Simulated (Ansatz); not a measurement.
PbO2 (PbO2) under strong compression

```xyz
3
Lattice="0.0000 2.5700 2.5700 2.5700 0.0000 2.5700 2.5700 2.5700 0.0000" Properties=species:S:1:pos:R:3 pbc="T T T"
Pb    0.0000    0.0000    0.0000
O     1.2850    1.2850    1.2850
O     3.8550    3.8550    3.8550
```

The base volume is that of a database entry, with shape and atoms relaxed on PAW files at held volume, so it needn't be at zero pressure; the structure needn't be the stable phase, at rest or compressed.

Its volume is scaled, and at each volume shape and atoms are relaxed on PAW files; all methods then take that cell.

All numbers are PBE results (scalar-relativistic) from Ansatz 0.2.0, with a Γ-centred 9×9×9 k mesh, Fermi–Dirac smearing of 0.03 eV, no spin polarisation. Methods: LAPW: all electrons, basis error target 1 meV/atom; PAW: frozen-core files, cutoff 420 eV; crystal datasets: all electrons, by PAW datasets that the program makes for each cell.

Energies are extrapolated to zero smearing and count from the unscaled cell; pressure is positive in compression; gaps take the mesh and a band path. No temperature or zero-point motion is included.

Spin–orbit coupling is left out, which matters for the heavy atoms. The structure type is held throughout; the real material can change phase at far lower pressure.

```json
{"V/V0": "1.00", "V (Å³/atom)": "11.32", "P LAPW (GPa)": "29.4", "ΔE LAPW (eV/atom)": "0.000", "P PAW − LAPW (GPa)": "-0.05", "ΔE PAW − LAPW (meV/atom)": "0.0", "gap (eV)": "0.00", "space group": "Fm-3m", "shortest distance (Å)": "2.226"}
{"V/V0": "0.80", "V (Å³/atom)": "9.05", "P LAPW (GPa)": "126.2", "ΔE LAPW (eV/atom)": "0.976", "P PAW − LAPW (GPa)": "0.08", "ΔE PAW − LAPW (meV/atom)": "-0.4", "gap (eV)": "0.79", "space group": "Fm-3m", "shortest distance (Å)": "2.066"}
{"V/V0": "0.75", "V (Å³/atom)": "8.49", "P LAPW (GPa)": "173.0", "ΔE LAPW (eV/atom)": "1.500", "P PAW − LAPW (GPa)": "0.25", "ΔE PAW − LAPW (meV/atom)": "0.2", "gap (eV)": "1.54", "space group": "Fm-3m", "shortest distance (Å)": "2.022"}
{"V/V0": "0.45", "V (Å³/atom)": "5.09", "P LAPW (GPa)": "1194", "ΔE LAPW (eV/atom)": "?", "P PAW − LAPW (GPa)": "-4.38", "ΔE PAW − LAPW (meV/atom)": "9.8", "gap (eV)": "4.56", "space group": "Fm-3m", "shortest distance (Å)": "1.706"}
```

**Question.** Give the missing entry: row "0.45", column "ΔE LAPW (eV/atom)".

**Answer.** 12.452.

**Question.** From the table, what is the rise of the enthalpy H = E + pV up to the last row, and how stiff is the crystal between the last two rows?

**Answer.** ΔH = 12.452 eV + (1194 GPa × 5.09 Å³ − 29.4 GPa × 11.32 Å³) × 0.006242 eV/(GPa·Å³) = 48.34 eV/atom, of which pV makes 74 %. The mean bulk modulus there is −ΔP/Δln V = 2000 GPa.

**Question.** At the smallest volume, how far do crystal datasets lie from LAPW in pressure?

**Answer.** crystal datasets: +0.01 GPa, on a LAPW pressure of 1194 GPa.

**Question.** How do the Löwdin populations by LAPW change from the unscaled cell to the last row?

**Answer.** Pb 5s 1.99 → 1.94, Pb 6s 1.06 → 0.59, Pb 5p 5.99 → 5.94, Pb 5d 9.99 → 9.91, O 2s 1.78 → 1.63, O 2p 4.93 → 5.33 electrons an atom. These are projections on the shells that the free atoms fill; 0.10 e a cell lies outside them at the start and 0.25 e at the end.
